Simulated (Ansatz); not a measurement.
Consider the following.

```
CELL_PARAMETERS angstrom
      3.53690     0.00000     0.00000
      0.00000     5.71350     0.00000
      0.00000     0.00000    19.08407
ATOMIC_POSITIONS crystal
  In 0.50000 0.01975 0.41154
  N  0.50000 0.37125 0.39166
  In 0.00000 0.49317 0.43660
  N  0.00000 0.86543 0.44829
  In 0.00000 0.99317 0.56340
  N  0.00000 0.36543 0.55171
  In 0.50000 0.51975 0.58846
  N  0.50000 0.87125 0.60834
```

No spin polarisation.

The values are results of PBEsol/PAW in Ansatz (a first-principles code), without spin-orbit coupling, not measurements. k-mesh 9×6×1 (Γ-centred); smearing 0.05 eV (Fermi–Dirac). The cell is a slab with vacuum along z.

Task: Estimate the gap character.

Result: Direct at Γ.

Task: Predict the layer's space group (with vacuum).

Result: Pmc2_1 (No. 26).

Whether these cells are dynamically stable was not tested. The cell was made from InN in the wurtzite structure (space group P6_3mc, No. 186) by this change: a free-standing slab of 2 layers (8 atoms, 4 a layer) is cut normal to the y axis, with 15 Å of vacuum and the in-plane cell held at bulk.
